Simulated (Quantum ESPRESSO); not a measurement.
A run of Quantum ESPRESSO 7.5 is set up as follows.

File pw.in:

```
&CONTROL
  calculation = 'scf'
  prefix = 'pwscf'
  outdir = './tmp'
  pseudo_dir = './pseudo'
  tprnfor = .true.
  disk_io = 'low'
/
&SYSTEM
  ibrav = 0
  celldm(1) = 8
  nat = 6
  ntyp = 2
  ecutwfc = 80
  nbnd = 36
  occupations = 'smearing'
  smearing = 'fd'
  degauss = 0.00367493
/
&ELECTRONS
  conv_thr = 6d-09
  electron_maxstep = 150
  mixing_beta = 0.3
  mixing_mode = 'local-TF'
/
ATOMIC_SPECIES
S     32.0600 S.upf
Mo    95.9500 Mo.upf
CELL_PARAMETERS alat
  0.7490405449954   0.0000000000000   0.0000000000000
 -0.3745202724903   0.6486881404263   0.0000000000000
  0.0000000000000   0.0000000000000   5.7099255934396
ATOMIC_POSITIONS crystal
S      0.0000000000    0.0000000000    0.3102699348
Mo     0.6666666667    0.3333333333    0.3735132899
S      0.3333333333    0.6666666667    0.4367566449
S      0.6666666667    0.3333333333    0.5632433551
Mo     0.3333333333    0.6666666667    0.6264867101
S      0.0000000000    0.0000000000    0.6897300652
K_POINTS automatic
10 10 1 0 0 0
```

File pp_density.in:

```
&INPUTPP
  prefix = 'pwscf'
  outdir = './tmp'
  filplot = 'density.dat'
  plot_num = 0
/
&PLOT
  nfile = 1
  filepp(1) = 'density.dat'
  iflag = 3
  output_format = 6
  fileout = 'density.cube'
/
```

pp_potential.in

```
&INPUTPP
  prefix = 'pwscf'
  outdir = './tmp'
  filplot = 'potential.dat'
  plot_num = 11
/
&PLOT
  nfile = 1
  filepp(1) = 'potential.dat'
  iflag = 3
  output_format = 6
  fileout = 'potential.cube'
/
```

File pp_elf.in:

```
&INPUTPP
  prefix = 'pwscf'
  outdir = './tmp'
  filplot = 'elf.dat'
  plot_num = 8
/
&PLOT
  nfile = 1
  filepp(1) = 'elf.dat'
  iflag = 3
  output_format = 6
  fileout = 'elf.cube'
/
```

Potentials or basis: PseudoDojo 0.4.1 SR PBE standard.

Run with:

```bash
$ OMP_NUM_THREADS=1 mpirun -n 2 pw.x -nk 2 -in pw.in > pw.out
$ OMP_NUM_THREADS=1 mpirun -n 1 pp.x -in pp_density.in > pp_density.out
$ OMP_NUM_THREADS=1 mpirun -n 1 pp.x -in pp_potential.in > pp_potential.out
$ OMP_NUM_THREADS=1 mpirun -n 1 pp.x -in pp_elf.in > pp_elf.out
```

What does it give for the work function of the upper face?

5.07 eV.

Estimate the work function of the lower face.

5.07 eV.

Predict the band gap on the k mesh.

none (metal or under the smearing width).

What does it give for the largest force?

1.114 eV/Å.

Forces in eV/Å, atoms in the order of the input:
```
S    0.000  0.000 -1.114
Mo   0.000  0.000  0.014
S    0.000  0.000  1.021
S    0.000  0.000 -1.021
Mo   0.000  0.000 -0.014
S    0.000  0.000  1.114
```

Caveat: the cell's inner coordinates are idealised or old, which leaves forces on the atoms.
